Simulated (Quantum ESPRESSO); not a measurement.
Cd under changes of volume

One of the cells (21.585 Å³/atom); the others are scaled copies at fixed shape and fractional positions:

```
Cd
1.0
     2.97887    0.00000    0.00000
    -1.48944    2.57978    0.00000
     0.00000    0.00000    5.61765
Cd
2
Direct
  0.66667 0.33333 0.75000
  0.33333 0.66667 0.25000
```

- Program: Quantum ESPRESSO 7.5
- Functional: r2SCAN
- Potentials or basis: SG15 PBE 1.2
- Cutoff: 952 eV
- Density cutoff: 3810 eV
- k mesh: 6 × 6 × 3
- Occupations: fermi-dirac, width 0.05 eV
- Spin: no spin polarisation

| volume (Å³/atom) | energy over the lowest point (meV/atom) | pressure (GPa) |
| --- | --- | --- |
| 20.290 | ? | ? |
| 20.722 | 12.53 | 3.3 |
| 21.154 | 5.62 | 2.1 |
| 21.585 | 1.55 | 1.0 |
| 22.017 | 0.00 | 0.0 |
| 22.449 | 0.83 | -0.9 |
| 22.880 | 3.96 | -1.7 |

**Question.** What does the run at 20.290 Å³/atom give?

**Answer.** Energy over the lowest point 22.97 meV/atom; pressure 4.8 GPa.

Worked out: A Birch-Murnaghan fit of order 3 (a polynomial in V^(-2/3)) to the other rows has its minimum at 22.07 Å³/atom with B0 = V·E''(V) = 45 GPa (rough, since the energies scatter) at fixed shape and positions, which overstates the stiffness. It gives 22.36 meV/atom at 20.290 Å³/atom, against the run's 22.97, and -dE/dV = 4.2 GPa, against 4.8.

Energies are extrapolated to zero smearing.

Caveats: all runs use coarse meshes; the potentials were made for another functional, which shifts forces and pressure.
